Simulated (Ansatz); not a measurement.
ZrH:

```
Zr H
1.0
    -1.64391    1.64391    2.50440
     1.64391   -1.64391    2.50440
     1.64391    1.64391   -2.50440
Zr H
1 1
Direct
  0.00000 0.00000 0.00000
  0.75000 0.25000 0.50000
```

The cell comes from a database or a generator and needn't be the stable form of this composition.

Program: Ansatz 0.2.0. Alike in all runs: task band structure; potentials or basis Ansatz PAW; no spin polarisation; cell as given; k mesh 11 × 11 × 11; cutoff (eV) 420; smearing fermi-dirac 0.05 eV.

**Question.** Order these runs on this cell by their pressure, lowest first.
A. level LDA+U; U Zr d U = 6 eV; hubbard projectors ortho-atomic (the default); double counting fll (the default)
B. level LDA+U; U Zr d U = 2 eV; hubbard projectors ortho-atomic (the default); double counting fll (the default)
C. level LDA+U; U Zr d U = 4 eV; hubbard projectors ortho-atomic (the default); double counting fll (the default)
D. level LDA+U; U Zr d U = 8 eV; hubbard projectors ortho-atomic (the default); double counting fll (the default)
E. level LDA

**Answer.** E (-6.6 GPa), B (-4.9 GPa), C (-3.1 GPa), A (-0.6 GPa), D (5.4 GPa).

Caveats: the PAW data sets come from PBE, with cores solved anew for the run's functional, which leaves a small shift of forces and pressure; U without spin polarisation on a metal has little footing (some runs); the U is typed as a test and isn't derived for this compound (some runs).
